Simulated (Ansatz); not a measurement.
Se:

```xyz
2
Lattice="1.3943 -4.0390 0.0000 1.3943 4.0390 0.0000 0.0000 0.0000 4.6134" Properties=species:S:1:pos:R:3 pbc="T T T"
Se    1.3943    3.5192    1.1534
Se    1.3943   -3.5192    3.4601
```

This isn't the form of Se at room conditions, which is trigonal, of chains.

Base run:

| Property | Result |
| --- | --- |
| Program | Ansatz 0.2.0 |
| Functional | PBE |
| Potentials or basis | all-electron LAPW, scalar-relativistic |
| Cutoff | 273 eV (chosen from the basis error) |
| Basis error allowed | 0.001 eV/atom |
| k mesh | 10 × 10 × 6 |
| Occupations | gaussian, width 0.05 eV |
| Spin | no spin polarisation |

Its results: band gap on the k mesh none (metal or under the smearing width); pressure 1.5 GPa; largest force 0.042 eV/Å.

Question: The run is repeated on the same cell with these changes: functional from PBE to LDA. What comes out?

Answer: Band gap on the k mesh none (metal or under the smearing width); pressure -2.6 GPa; largest force 0.147 eV/Å.

LDA binds more tightly than PBE, so the same cell stands under less pressure.
